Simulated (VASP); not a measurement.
# GaN in VASP: one cell, several levels of theory, part 2 of 2

VASP 6.6.1, plane waves, PAW. Earlier steps stand in the parts before.

## Step 3: Single point with r2SCAN

The input, INCAR:

```
ENCUT = 520.000000
SIGMA = 0.010000
EDIFF = 1.00e-07
ALGO = Normal
METAGGA = R2SCAN
PREC = Accurate
IBRION = -1
ISIF = 2
ISMEAR = 0
NBANDS = 16
NELM = 120
NSW = 0
LASPH = .TRUE.
LCHARG = .FALSE.
LWAVE = .FALSE.
LREAL = .FALSE.
```

The input, KPOINTS:

```
KPOINTS created by Atomic Simulation Environment
0
Gamma
10 10 10
0 0 0
```

The input, KPOINTS_OPT:

```
special points
6
Reciprocal
0.0000000000 0.0000000000 0.0000000000 1
-0.5000000000 -0.5000000000 0.0000000000 1
-0.3750000000 -0.3750000000 0.2500000000 1
-0.3750000000 0.0000000000 0.3750000000 1
0.0000000000 0.0000000000 0.5000000000 1
-0.5000000000 -0.2500000000 0.2500000000 1
```

The input, POSCAR:

```
Ga N
 1.0000000000000000
     0.0000000000000000    2.2489525410988409    2.2489525410988409
     2.2489525410988409    0.0000000000000000    2.2489525410988409
     2.2489525410988409    2.2489525410988409    0.0000000000000000
 Ga  N
   1   1
Cartesian
  0.0000000000000000 -0.0000000000000000  0.0000000000000000
  1.1244762705494205  1.1244762705494205  1.1244762705494205
```

Started as:

```console
> mpirun -np 1 vasp_std
```

Standard output, without the iteration lines:

```text
POSCAR found type information on POSCAR GaN
 POSCAR found :  2 types and       2 ions
 -----------------------------------------------------------------------------
|                                                                             |
|                                                                             |
|     You enforced a specific xc type in the INCAR file but a different       |
|     I HOPE YOU KNOW WHAT YOU ARE DOING!                                     |
|                                                                             |
 -----------------------------------------------------------------------------

 LDA part: xc-table for (None), standard interpolation
 POSCAR, INCAR and KPOINTS ok, starting setup
 FFT: planning ... GRIDC
 FFT: planning ... GRID_SOFT
 FFT: planning ... GRID
 WAVECAR not read
 entering main loop
 Start KPOINTS_OPT (optional k-point list driver)
k-point batch [1-6\6]
```

OSZICAR:

```text
N       E                     dE             d eps       ncg     rms          rms(c)
DAV:   1     0.724423025061E+02    0.72442E+02   -0.94193E+03  1632   0.207E+03
DAV:   2    -0.207579879373E+02   -0.93200E+02   -0.87377E+02  1720   0.337E+02
DAV:   3    -0.267425145585E+02   -0.59845E+01   -0.59600E+01  1688   0.729E+01
DAV:   4    -0.268174452452E+02   -0.74931E-01   -0.74918E-01  1944   0.862E+00
DAV:   5    -0.268184552393E+02   -0.10100E-02   -0.10100E-02  1760   0.908E-01    0.720E+00
DAV:   6    -0.218092529033E+02    0.50092E+01   -0.35241E+00  2296   0.409E+01    0.249E+00
DAV:   7    -0.218863499422E+02   -0.77097E-01   -0.43734E-01  1600   0.707E+00    0.174E+00
DAV:   8    -0.218976126127E+02   -0.11263E-01   -0.35750E-02  2072   0.487E+00    0.229E-01
DAV:   9    -0.218962277973E+02    0.13848E-02   -0.12690E-02  2232   0.287E+00    0.144E-01
DAV:  10    -0.218963430795E+02   -0.11528E-03   -0.87151E-04  1736   0.260E-01    0.152E-01
DAV:  11    -0.218964231246E+02   -0.80045E-04   -0.82419E-05  2368   0.246E-01    0.140E-01
DAV:  12    -0.218964176097E+02    0.55150E-05   -0.86401E-05  1712   0.196E-01    0.905E-02
DAV:  13    -0.218964082290E+02    0.93807E-05   -0.86750E-06  2240   0.694E-02    0.815E-02
DAV:  14    -0.218963760657E+02    0.32163E-04   -0.43786E-05  2096   0.144E-01    0.494E-02
DAV:  15    -0.218963607237E+02    0.15342E-04   -0.33592E-05  2264   0.102E-01    0.244E-02
DAV:  16    -0.218963568656E+02    0.38580E-05   -0.83431E-06  2144   0.364E-02    0.152E-02
DAV:  17    -0.218963568392E+02    0.26424E-07   -0.63184E-07  2104   0.149E-02
   1 F= -.21896357E+02 E0= -.21896357E+02  d E =-.344071-125
       N       E                     dE             ncg
DAV:   1     0.145895634471E+04   -0.36111E+04      200
DAV:   2     0.890224934357E+03   -0.56873E+03      232
DAV:   3     0.854069675574E+03   -0.36155E+02      208
DAV:   4     0.853625985551E+03   -0.44369E+00      264
DAV:   5     0.853620879845E+03   -0.51057E-02      208
DAV:   6     0.853620723531E+03   -0.15631E-03      280
DAV:   7     0.853620718326E+03   -0.52050E-05      232
DAV:   8     0.853620718075E+03   -0.25152E-06      256
DAV:   9     0.853620718062E+03   -0.12469E-07      192
```

From OUTCAR:

```text
k-points           NKPTS =     47   k-points in BZ     NKDIM =     47   number of bands    NBANDS=     16

   NELECT =      18.0000    total number of electrons

   dimension x,y,z NGX =    24 NGY =   24 NGZ =   24
   dimension x,y,z NGXF=    48 NGYF=   48 NGZF=   48

  energy-cutoff  :      520.00
  volume of cell :       22.75
      direct lattice vectors                 reciprocal lattice vectors
     0.000000000  2.248952541  2.248952541    -0.222325723  0.222325723  0.222325723
     2.248952541  0.000000000  2.248952541     0.222325723 -0.222325723  0.222325723
     2.248952541  2.248952541  0.000000000     0.222325723  0.222325723 -0.222325723

 k-points in reciprocal lattice and weights: KPOINTS created by Atomic Simulation Env
   0.00000000  0.00000000  0.00000000       0.001
   0.10000000  0.00000000  0.00000000       0.008
   0.20000000  0.00000000  0.00000000       0.008
   0.30000000  0.00000000  0.00000000       0.008
   0.40000000  0.00000000  0.00000000       0.008
   0.50000000  0.00000000  0.00000000       0.004
   0.10000000  0.10000000  0.00000000       0.006
   0.20000000  0.10000000  0.00000000       0.024
[... 39 more k-points ...]

 E-fermi :   5.2516

 k-point     1 :       0.0000    0.0000    0.0000
  band No.  band energies     occupation
      1     -11.6988      2.00000
      2      -8.7545      2.00000
      3      -8.7545      2.00000
      4      -8.7545      2.00000
      5      -8.3975      2.00000
      6      -8.3975      2.00000
      7       5.0849      2.00000
      8       5.0849      2.00000
      9       5.0849      2.00000
     10       7.2425      0.00000
     11      16.1250      0.00000
     12      16.1251      0.00000
     13      16.1251      0.00000
     14      23.7214      0.00000
     15      24.8560      0.00000
     16      24.8560      0.00000

 k-point     2 :       0.1000    0.0000    0.0000
  band No.  band energies     occupation
      1     -11.5869      2.00000
      2      -8.7400      2.00000
      3      -8.7400      2.00000
      4      -8.7143      2.00000
      5      -8.3987      2.00000
      6      -8.3987      2.00000
      7       3.9930      2.00000
      8       4.9747      2.00000
      9       4.9747      2.00000
     10       8.0922      0.00000
     11      15.6244      0.00000
     12      16.2968      0.00000
     13      16.2969      0.00000
     14      23.4342      0.00000
     15      23.4342      0.00000
     16      23.5468      0.00000

 k-point     3 :       0.2000    0.0000    0.0000
  band No.  band energies     occupation
      1     -11.3001      2.00000
      2      -8.7061      2.00000
      3      -8.7061      2.00000
      4      -8.5531      2.00000
      5      -8.3975      2.00000
      6      -8.3975      2.00000
      7       2.1205      2.00000
      8       4.7031      2.00000
      9       4.7032      2.00000
     10       9.2315      0.00000
     11      14.8393      0.00000
     12      16.5635      0.00000
     13      16.5636      0.00000
     14      22.3810      0.00000
     15      22.6440      0.00000
     16      22.6440      0.00000

 k-point     4 :       0.3000    0.0000    0.0000
  band No.  band energies     occupation
      1     -10.9784      2.00000
      2      -8.6745      2.00000
      3      -8.6745      2.00000
      4      -8.3844      2.00000
      5      -8.3843      2.00000
      6      -8.1760      2.00000
      7       0.1877      2.00000
      8       4.3953      2.00000
      9       4.3953      2.00000
     10       9.9648      0.00000
     11      14.4741      0.00000
     12      16.5065      0.00000
     13      16.5065      0.00000
     14      21.6797      0.00000
     15      23.2028      0.00000
     16      23.2028      0.00000

 k-point     5 :       0.4000    0.0000    0.0000
  band No.  band energies     occupation
      1     -10.7662      2.00000
      2      -8.6593      2.00000
      3      -8.6593      2.00000
      4      -8.3625      2.00000
      5      -8.3625      2.00000
      6      -7.6046      2.00000
      7      -1.4206      2.00000
      8       4.1644      2.00000
      9       4.1644      2.00000
     10      10.2391      0.00000
     11      14.4987      0.00000
     12      16.2420      0.00000
     13      16.2420      0.00000
     14      21.5596      0.00000
     15      24.7491      0.00000
     16      24.7492      0.00000

 k-point     6 :       0.5000    0.0000    0.0000
  band No.  band energies     occupation
      1     -10.6996      2.00000
      2      -8.6560      2.00000
      3      -8.6560      2.00000
      4      -8.3514      2.00000
      5      -8.3514      2.00000
      6      -7.2681      2.00000
      7      -2.1131      2.00000
      8       4.0798      2.00000
      9       4.0798      2.00000
     10      10.2878      0.00000
     11      14.5577      0.00000
     12      16.1134      0.00000
     13      16.1134      0.00000
     14      21.6375      0.00000
     15      25.8882      0.00000
     16      25.8883      0.00000

 k-point     7 :       0.1000    0.1000    0.0000
  band No.  band energies     occupation
      1     -11.5500      2.00000
      2      -8.7271      2.00000
      3      -8.7271      2.00000
      4      -8.7177      2.00000
      5      -8.4080      2.00000
      6      -8.3898      2.00000
      7       4.0073      2.00000
      8       4.7583      2.00000
      9       4.7583      2.00000
     10       8.3646      0.00000
     11      15.2671      0.00000
     12      16.4743      0.00000
     13      16.4744      0.00000
     14      21.2626      0.00000
     15      25.1878      0.00000
     16      25.5772      0.00000

 k-point     8 :       0.2000    0.1000    0.0000
  band No.  band energies     occupation
      1     -11.3226      2.00000
      2      -8.7051      2.00000
      3      -8.6921      2.00000
      4      -8.6054      2.00000
      5      -8.4079      2.00000
      6      -8.3822      2.00000
      7       2.6277      2.00000
      8       4.4109      2.00000
      9       4.5341      2.00000
     10       9.3340      0.00000
     11      14.5756      0.00000
     12      16.5758      0.00000
     13      16.8359      0.00000
     14      20.1792      0.00000
     15      24.6152      0.00000
     16      24.6456      0.00000

[... the tables of k-points 9 to 47 left out ...]

  Total        0.1731655      0.1731655      0.1731655      0.0000000      0.0000000     -0.0000000
  in kB       12.1955412     12.1955412     12.1955412      0.0000000      0.0000000     -0.0000000
  external PRESSURE =      12.1955412 kB  Pullay stress =       0.0000000 kB

 POSITION                                       TOTAL-FORCE (eV/Angst)
 -----------------------------------------------------------------------------------
      0.00000      0.00000      0.00000         0.000000      0.000000      0.000000
      1.12448      1.12448      1.12448        -0.000000     -0.000000     -0.000000
 -----------------------------------------------------------------------------------
    total drift:                                0.000009      0.000009      0.000009

  FREE ENERGIE OF THE ION-ELECTRON SYSTEM (eV)
  ---------------------------------------------------
  free  energy   TOTEN  =       -21.8963568392 eV

  energy  without entropy=      -21.8963568392  energy(sigma->0) =      -21.89635684
```

Hardware: 1 MPI rank of Intel Xeon Platinum 8488C, shared host.

The levels at the points of KPOINTS_OPT are read from vasprun.xml.

Levels at the named points, in eV from the top of band v (v: the last filled band by count, c: the next):

```tsv
point	v−1	v	c	c+1
Γ	0.00	0.00	2.16	11.04
X	-2.81	-2.81	3.77	7.28
U	-4.38	-2.26	5.47	8.57
K	-4.38	-2.26	5.47	8.57
L	-1.01	-1.01	5.20	9.47
W	-3.82	-3.73	6.74	9.16
```

r2SCAN gives a direct gap of 2.16 eV at Γ. Pressure: 1.22 GPa; the forces vanish within 0.01 eV/Å.

## Step 4: Summary

This closing draws on all 2 parts.

```
 level  gap (eV)  pressure (GPa)  Ansatz: gap (eV)  Ansatz: pressure (GPa)
   PBE      1.76            6.25              1.76                    6.22
r2SCAN      2.16            1.22              2.17                    0.00
```

What this shows: The gap spans 1.76 eV (PBE) to 2.16 eV (r2SCAN). A measured gap is 3.299 eV (direct; 0 K; a printed reference work, textbook). The misses are: PBE -1.54, r2SCAN -1.14 eV; r2SCAN comes nearest. The calculation is for fixed nuclei; the measurement holds lattice motion too. At this one volume the pressure spans 1.2 GPa (r2SCAN) to 6.2 GPa (PBE): PBE wants the largest cell and r2SCAN the smallest. The two programs agree on the gap within 0.02 eV, far less than the spread between functionals. The two codes have different PAW datasets and cutoffs.
